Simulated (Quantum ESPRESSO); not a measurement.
Input of a Quantum ESPRESSO 7.5 run:

File pw.in:

```
&CONTROL
  calculation = 'scf'
  prefix = 'pwscf'
  outdir = './tmp'
  pseudo_dir = './pseudo'
  tprnfor = .true.
  tstress = .true.
  disk_io = 'low'
/
&SYSTEM
  ibrav = 0
  nat = 2
  ntyp = 2
  ecutwfc = 56
  ecutrho = 448
  nbnd = 20
  occupations = 'smearing'
  smearing = 'fd'
  degauss = 0.00367493
/
&ELECTRONS
  conv_thr = 4d-10
  electron_maxstep = 120
  mixing_beta = 0.5
/
ATOMIC_SPECIES
I    126.9045 i_pbe_v1.uspp.F.UPF
Cu    63.5460 cu_pbe_v1.2.uspp.F.UPF
CELL_PARAMETERS angstrom
   0.0000000000    3.0315000000    3.0315000000
   3.0315000000    0.0000000000    3.0315000000
   3.0315000000    3.0315000000    0.0000000000
ATOMIC_POSITIONS crystal
I      0.0000000000    0.0000000000    0.0000000000
Cu     0.7500000000    0.7500000000    0.7500000000
K_POINTS automatic
6 6 6 1 1 1
```

The input gamma.in:

```
&CONTROL
  calculation = 'bands'
  prefix = 'pwscf'
  outdir = './tmp'
  pseudo_dir = './pseudo'
  disk_io = 'low'
  verbosity = 'high'
/
&SYSTEM
  ibrav = 0
  nat = 2
  ntyp = 2
  ecutwfc = 56
  ecutrho = 448
  nbnd = 20
  occupations = 'smearing'
  smearing = 'fd'
  degauss = 0.00367493
/
&ELECTRONS
  conv_thr = 1d-08
  electron_maxstep = 120
  mixing_beta = 0.5
  diago_full_acc = .true.
  startingwfc = 'random'
/
ATOMIC_SPECIES
I    126.9045 i_pbe_v1.uspp.F.UPF
Cu    63.5460 cu_pbe_v1.2.uspp.F.UPF
CELL_PARAMETERS angstrom
   0.0000000000    3.0315000000    3.0315000000
   3.0315000000    0.0000000000    3.0315000000
   3.0315000000    3.0315000000    0.0000000000
ATOMIC_POSITIONS crystal
I      0.0000000000    0.0000000000    0.0000000000
Cu     0.7500000000    0.7500000000    0.7500000000
K_POINTS crystal
1
0.0 0.0 0.0 1
```

Contents of scf2.in:

```
&CONTROL
  calculation = 'scf'
  prefix = 'pwscf'
  outdir = './tmp'
  pseudo_dir = './pseudo'
  tprnfor = .true.
  tstress = .true.
  disk_io = 'low'
/
&SYSTEM
  ibrav = 0
  nat = 2
  ntyp = 2
  ecutwfc = 56
  ecutrho = 448
  nbnd = 20
  occupations = 'fixed'
/
&ELECTRONS
  conv_thr = 1d-13
  electron_maxstep = 120
  mixing_beta = 0.5
  startingpot = 'file'
/
ATOMIC_SPECIES
I    126.9045 i_pbe_v1.uspp.F.UPF
Cu    63.5460 cu_pbe_v1.2.uspp.F.UPF
CELL_PARAMETERS angstrom
   0.0000000000    3.0315000000    3.0315000000
   3.0315000000    0.0000000000    3.0315000000
   3.0315000000    3.0315000000    0.0000000000
ATOMIC_POSITIONS crystal
I      0.0000000000    0.0000000000    0.0000000000
Cu     0.7500000000    0.7500000000    0.7500000000
K_POINTS automatic
6 6 6 1 1 1
```

Contents of ph.in:

```
dielectric of CuI
&INPUTPH
  prefix = 'pwscf'
  outdir = './tmp'
  tr2_ph = 1d-18
  fildyn = 'dyn'
  niter_ph = 90
  alpha_mix(1) = 0.7
  epsil = .true.
  trans = .false.
  zeu = .true.
/
0.0000000000 0.0000000000 0.0000000000
```

Potentials or basis: GBRV 1.5 PBE.

Launch:

```bash
$ OMP_NUM_THREADS=1 pw.x -in pw.in > pw.out
$ OMP_NUM_THREADS=1 pw.x -in gamma.in > gamma.out
$ OMP_NUM_THREADS=1 pw.x -in scf2.in > scf2.out
$ OMP_NUM_THREADS=1 ph.x -in ph.in > ph.out
```

(1) What does it give for the electronic dielectric tensor (diagonal)?

(2) What does it give for the Born charges (mean of the diagonal)?

(3) Estimate the pressure.

Answers

(1) 6.39.

(2) I -1.10; Cu +1.07 e.

(3) 0.2 GPa.

**Experimental background.**

From a printed reference work, data compilation, for a bulk crystal of CuI: high-frequency dielectric constant 4.84.

A measured high-frequency dielectric constant of CuI is 4.84 (a printed reference work, data compilation); the calculated 6.39 misses it by +32.1 %. So large a miss can be the level of theory's own, or it may mean another phase, state or a wrong row.
